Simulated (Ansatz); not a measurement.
HfSiO4 on the sites of tetragonal HfO2 (relaxed group P-4m2) (it has left that coordination) was put through Ansatz (plane waves). The starting cell comes from a relaxation with PBE.

Starting structure:
```cif
data_structure
_symmetry_space_group_name_H-M 'P 1'
_symmetry_Int_Tables_number 1
_cell_length_a 3.3161
_cell_length_b 3.3161
_cell_length_c 5.7690
_cell_angle_alpha 90.000
_cell_angle_beta 90.000
_cell_angle_gamma 90.000
_cell_volume 63.44
loop_
_atom_site_label
_atom_site_type_symbol
_atom_site_fract_x
_atom_site_fract_y
_atom_site_fract_z
_atom_site_occupancy
Hf1 Hf 0.50000 0.50000 0.50000 1
Si1 Si 0.00000 0.00000 0.00000 1
O1 O 0.50000 0.00000 0.67543 1
O2 O 0.00000 0.50000 0.87762 1
O3 O 0.00000 0.50000 0.32457 1
O4 O 0.50000 0.00000 0.12238 1
```

Main lines of the log:
```
Functional definition: r2SCAN
Crystal: 6 atoms, lattice volume = 63.440 Å³
Basis set: ecut = 500 eV, 1573 PW (Γ)
Bands: 33, of which v1, the nominal top of the filled ones, is band 27 counted from 1 (26 counted from 0)
Symmetry: 8 space group operations
Space group: P-4m2 (ITA 115)
k-points: 45 of 256 (time reversal used)
preconditioner: auto → none  [insulator: Δε(μ)=3.098 eV  σ=0.020 eV  ℏωp=33.6 eV]
relax step 1: F+E_penalty+E_count = -18652.89654414 eV  max|allowed force component| = 3.108e-1 eV/Å  Δτ_max = 0.0000 Å  P = -6.625 GPa  Ω = 63.440 Å³
relax step 2: F+E_penalty+E_count = -18652.93279864 eV  max|allowed force component| = 1.644e-1 eV/Å  Δτ_max = 0.0119 Å  P = -0.951 GPa  Ω = 61.699 Å³
relax step 3: F+E_penalty+E_count = -18652.93561675 eV  max|allowed force component| = 2.040e-2 eV/Å  Δτ_max = 0.0082 Å  P = -0.015 GPa  Ω = 61.310 Å³
relax step 4: F+E_penalty+E_count = -18652.93571902 eV  max|allowed force component| = 1.846e-2 eV/Å  Δτ_max = 0.0017 Å  P = -0.071 GPa  Ω = 61.363 Å³
relax step 5: F+E_penalty+E_count = -18652.93589843 eV  max|allowed force component| = 5.466e-3 eV/Å  Δτ_max = 0.0068 Å  P = -0.033 GPa  Ω = 61.520 Å³
relax step 6: F+E_penalty+E_count = -18652.93589460 eV  max|allowed force component| = 2.606e-4 eV/Å  Δτ_max = 0.0010 Å  P = +0.002 GPa  Ω = 61.541 Å³
relax step 7: F+E_penalty+E_count = -18652.93483124 eV  max|allowed force component| = 3.948e-4 eV/Å  Δτ_max = 0.0000 Å  P = +0.022 GPa  Ω = 61.541 Å³  (SCF on a basis re-selected at this cell)
Free energy (F): -18652.934831 eV
Fermi energy:    12.743343 eV
--- Stress (GPa, compression-positive) ---
        0.024408       0.000000       0.000000
        0.000000       0.024408       0.000000
        0.000000       0.000000       0.018385
  P = ⅓ Tr σ = 0.0224 GPa (0.224 kbar)
--- Relaxed structure (6 steps of the walk, 6 accepted, 1 SCFs on fresh bases) ---
  F+E_penalty+E_count = -18652.93483124 eV   max|allowed force component| = 3.948e-4 eV/Å
  cell:  # Å, volume = 61.5413 Å³
    - [3.285693, 0.000000, 0.000000]
    - [0.000000, 3.285693, 0.000000]
    - [0.000000, 0.000000, 5.700496]
  atoms:
    - { symbol: Hf, position: [0.500000, 0.500000, 0.500000] }
    - { symbol: Si, position: [0.000000, 0.000000, 0.000000] }
    - { symbol: O, position: [0.500000, 0.000000, 0.676371] }
    - { symbol: O, position: [0.000000, 0.500000, 0.877957] }
    - { symbol: O, position: [0.000000, 0.500000, 0.323629] }
    - { symbol: O, position: [0.500000, 0.000000, 0.122043] }
```

Question: Reconstruct the input.

Answer:
```yaml
crystal:
  # lattice and atoms as above
kpoints:
  mp_grid: { grid: [8, 8, 4] }
hamiltonian:
  xc: r2scan
scf:
  occupations: { method: fermi_dirac, width: 0.02 }
relax:
  f_tol: 0.005
  cell: {}
```
The relax steps with a changing cell volume need the relax block with cell. Keys that only write grids to files are left aside. Not every key shows in the log; this is the file that was used.

Command: `ansatz run input.yaml --threads 4 --pin off --max-ram 6451MiB --backend cpu --events-out ev --progress --plain --runs-dir out`. It took 41 s on 4 threads of Arm Neoverse V1, with other jobs on the host; peak host memory 0.53 GiB.

Spin-unpolarised throughout. Whether this structure exists isn't addressed.
